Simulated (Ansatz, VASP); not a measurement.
Two plane-wave programs on SiC

INCAR

```
SYSTEM = SiC
  ALGO = Normal
  EDIFF = 1E-6
  ENCUT = 520
  GGA = PE
  ISIF = 2
  ISMEAR = 0
  LASPH = .True.
  LCHARG = .False.
  LREAL = .False.
  LWAVE = .False.
  NBANDS = 11
  NELM = 80
  PREC = Accurate
  SIGMA = 0.1
```

KPOINTS

```
k-points
0
Gamma
  6 6 4
  0 0 0
```

The input POSCAR:

```
SiC
1.0
    2.7589319700      0.0000000000      0.0000000000
   -1.3794659900      2.3893051700      0.0000000000
    0.0000000000      0.0000000000      4.2491577200
Si C
1 1
Direct
    0.3333333300      0.6666666700      0.0000000000
    0.6666666700      0.3333333300      0.5000000000
```

Input for Ansatz:

```yaml
crystal:
  lattice:
    - [2.75893197, 0.0, 0.0]
    - [-1.37946599, 2.38930517, 0.0]
    - [0.0, 0.0, 4.24915772]
  atoms:
    - { symbol: Si, position: [0.33333333, 0.66666667, 0.0] }
    - { symbol: C, position: [0.66666667, 0.33333333, 0.5] }
basis:
  ecutwfc: 420
kpoints:
  mp_grid: { grid: [6, 6, 4] }
hamiltonian:
  xc: pbe
scf:
  occupations: { method: gaussian, width: 0.1 }
  lower_state_search: "off"
output:
  forces: true
  stress: true
  eigenvalues: true
```

Alike in both runs: task single point; functional PBE; k mesh 6 × 6 × 4; occupations gaussian, width 0.1 eV; no spin polarisation.

|  | VASP | Ansatz |
| --- | --- | --- |
| version | VASP 6.6.1 | Ansatz 0.2.0 |
| potentials or method | VASP PAW PBE potentials, release 64 (Si, C) | scalar-relativistic, plane waves, PAW |
| plane-wave cutoff (eV) | 520 | 420 |
| valence electrons in the cell | 8 | 8 |

VASP gave:

- gap on the k mesh at the Fermi level (eV): none
- pressure (GPa): -21.5
- largest component of the traceless stress (GPa): 9.58

Question: Which values does Ansatz return?

Answer: gap on the k mesh at the Fermi level (eV): none; pressure (GPa): -21.5; largest component of the traceless stress (GPa): 9.60.

A gap of «none» marks a metal or a gap that the smearing closes.

Caveats: the k mesh is coarse (spacing up to 0.44 Å⁻¹), so the values aren't converged; so large a pressure means that the cell lies far from this level's equilibrium, or that cutoff or potentials fall short (VASP).
